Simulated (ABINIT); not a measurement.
A calculation with ABINIT 10.8.3 (patched build) of ZnO (ASE script, structure typed inline):

Contents of run.py:

```python
import json, os
import numpy as np
from ase.units import GPa
from ase.calculators.abinit import Abinit, AbinitProfile
from ase import Atoms

atoms = Atoms(['Zn', 'O'],
              cell=[[1.43323, -3.52708, 0.0], [1.43323, 3.52708, 0.0], [0.0, 0.0, 2.83849]],
              scaled_positions=[[0.0, 0.0, 0.0], [0.5, 0.5, 0.5]],
              pbc=True)

profile = AbinitProfile(command='abinit', pp_paths=[os.path.abspath('pseudos')])
params = dict(
    pps='pawxml', xc='PBE',
    chksymtnons=0,
    tolsym=1e-06,
    ecut=625.8619,
    pawecutdg=1224.5124,
    pawxcdev=0,
    kptopt=1,
    ngkpt=[10, 10, 9],
    nshiftk=1,
    shiftk=[0.0, 0.0, 0.0],
    ixc=11,
    nband=13,
    occopt=3,
    tsmear=0.05,
    nstep=100,
    tolvrs=1e-09,
    prtwf=0,
    prtden=0,
)

atoms.calc = Abinit(profile=profile, directory='run', **params)
energy = atoms.get_potential_energy()
forces = atoms.get_forces()
stress = atoms.get_stress()
print(f'energy {energy:.6f} eV')
print('forces (eV/A)')
print(np.round(forces, 5))
print('stress (GPa, Voigt, tension positive)', np.round(stress / GPa, 4))
json.dump(dict(energy=energy, forces=forces.tolist(), stress=stress.tolist(), cell=atoms.cell.tolist(), frac=atoms.get_scaled_positions(wrap=False).tolist()), open('results.json', 'w'))
```

Potentials or basis: JTH PAW PBE v2.0.

The run is started by

```sh
$ python run.py
```

The cell was built by a generator and needn't be a form met in nature.

**Question.** Write the same calculation in another form: native input, structure typed inline.

**Answer.** As run:

The input run.abi:

```
# Pseudopotentials
pp_dirpath "./"
pseudos "Zn.GGA_PBE-JTH.xml, O.GGA_PBE-JTH.xml"

# Structure
acell 7.1944833328 7.1944833328 5.3639687075
rprim
     0.3764568001    -0.9264341734     0.0000000000
     0.3764568001     0.9264341734     0.0000000000
     0.0000000000     0.0000000000     1.0000000000
ntypat 2
znucl 30 8
natom 2
typat 1 2
xred
     0.0000000000     0.0000000000     0.0000000000
     0.5000000000     0.5000000000     0.5000000000
chkprim 0
chksymtnons 0
tolsym 1.0e-6

# Plane-wave basis
ecut 23.0
pawecutdg 45.0
pawxcdev 0

# k points
kptopt 1
ngkpt 10 10 9
nshiftk 1
shiftk 0.0 0.0 0.0

# Exchange and correlation
ixc 11

# Bands and occupations
nband 13
occopt 3
tsmear 0.05 eV

# SCF cycle
nstep 100
tolvrs 1.0e-9

# Output
iomode 3
prtwf 0
prtden 0
prteig 0
prtebands 0
enunit 2
```

Potentials or basis: JTH PAW PBE v2.0.

Command:

```sh
$ abinit run.abi > log 2>&1
```

Both were run:

|  | ASE script, structure typed inline | native input, structure typed inline |
| --- | --- | --- |
| Pressure | -0.4 GPa | -0.4 GPa |
| Band gap on the k mesh | none (metal or under the smearing width) | none (metal or under the smearing width) |
| Valence electrons inside the program's atomic spheres | Zn 10.78; O 4.53 | Zn 10.78; O 4.53 |

Keys that steer only the numerical path or the files written may differ.
